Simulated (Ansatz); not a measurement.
Relaxing Si$_{2}$W

The calculation used DFT PBE, scalar-relativistic, plane waves, PAW (Ansatz 0.2.0). (420 eV cutoff, 18×18×18 k-mesh, Gaussian smearing of 0.10 eV, no spin polarisation)

What was changed: relaxed at 1 GPa.

Spin–orbit coupling is left out, which can shift energies with elements as heavy as these.

Command:

```bash
ansatz run input.yaml --threads 1 --pin off --max-ram 2560MiB --backend cpu --events-out ev --progress --plain --runs-dir out
```

Input:

```yaml
crystal:
  lattice:
    - [-1.6093722274, 1.6093722274, 3.9209267837]
    - [1.6093722274, -1.6093722274, 3.9209267837]
    - [1.6093722274, 1.6093722274, -3.9209267837]
  atoms:
    - { symbol: Si, position: [0.3345744059, 0.3345744059, 0.0] }
    - { symbol: Si, position: [0.6654255941, 0.6654255941, 0.0] }
    - { symbol: W, position: [0.0, 0.0, 0.0] }
basis:
  ecutwfc: 420
kpoints:
  mp_grid: { grid: [18, 18, 18] }
hamiltonian:
  xc: pbe
scf:
  occupations: { method: gaussian, width: 0.1 }
output:
  forces: true
  stress: true
  eigenvalues: true
relax:
  adjacent_minimum: "off"
  f_tol: 0.008
  max_steps: 50
  cell: { stress_tol: 0.08, p_target: 1.0 }
```

F is the free energy. Steps run on the plane waves of an earlier cell, but the last one, and at times one on the way, on a freshly chosen basis, so a repeated geometry can differ a little in energy. The relaxation lowers the enthalpy F + PV at the target pressure, so F itself can rise.

Steps:

```json
{"step": "1", "F − F(1) (eV)": "0.0000", "largest force component (eV/Å)": "0.027", "V (Å³/atom)": "13.541", "P (GPa)": "2.18"}
{"step": "2", "F − F(1) (eV)": "-0.0024", "largest force component (eV/Å)": "0.011", "V (Å³/atom)": "13.637", "P (GPa)": "0.55"}
{"step": "3", "F − F(1) (eV)": "-0.0020", "largest force component (eV/Å)": "0.002", "V (Å³/atom)": "13.610", "P (GPa)": "1.00"}
{"step": "4", "F − F(1) (eV)": "-0.0021", "largest force component (eV/Å)": "0.001", "V (Å³/atom)": "13.610", "P (GPa)": "1.00"}
```

Relaxed structure:

```yaml
crystal:
  lattice:
    - [-1.61186, 1.61186, 3.92875]
    - [1.61186, -1.61186, 3.92875]
    - [1.61186, 1.61186, -3.92875]
  atoms:
    - { symbol: Si, position: [0.33448, 0.33448, 0.00000] }
    - { symbol: Si, position: [0.66552, 0.66552, 0.00000] }
    - { symbol: W, position: [0.00000, 0.00000, 0.00000] }
```

The structure is tetragonal, space group I4/mmm (No. 139). The conventional cell has a = 3.224 Å, b = 3.224 Å, c = 7.857 Å, α = 90.00°, β = 90.00°, γ = 90.00°. Si (site symmetry 4mm) has 5 Si at 2.60 to 2.64 Å and 5 W at 2.62 to 2.63 Å as nearest neighbours. Around W (site symmetry 4/mmm) lie 10 Si at 2.62 to 2.63 Å.

The run converged. The run took 47 s on 1 thread of Intel(R) Xeon(R) 6975P-C (Granite Rapids) (shared host), peak memory 0.67 GiB.